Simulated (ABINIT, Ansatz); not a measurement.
MgS: the pressure in 2 programs

The cell as given:

```xyz
2
Lattice="0.0000 2.6016 2.6016 2.6016 0.0000 2.6016 2.6016 2.6016 0.0000" Properties=species:S:1:pos:R:3 pbc="T T T"
S     2.6016    2.6016    2.6016
Mg    0.0000    0.0000    0.0000
```

Kept alike: task relaxation of cell and atoms; functional PBE; k mesh 9 × 9 × 9; occupations fermi-dirac, width 0.05 eV; no spin polarisation. The mesh is that of the run's cell of 2 atoms. No spin-orbit coupling.

- A: ABINIT, JTH PAW PBE v2.0, cutoff 544 eV
- B: Ansatz, Ansatz PAW, cutoff 420 eV

| pressure (GPa) | A: volume (Å³/atom) | B: volume (Å³/atom) |
| --- | --- | --- |
| 0 | 17.892 | 17.879 |
| 5 | 16.856 | 16.839 |
| 10 | 16.055 | 16.042 |

Values hold for each row's relaxed cell, which stops near the pressure aimed at. Ansatz's stress holds its Pulay term. The runs follow the start's structure, whether or not it is the stable one at these pressures.

Q: How large is the effect of the pressure, and do the programs agree on it?

A: From 0 to 10 GPa the volume moves by -1.837 in A, -1.837 in B (Å³/atom). Row by row the programs differ by 0.013 to 0.017, and over this span the shifts, as printed, agree within 1 %.
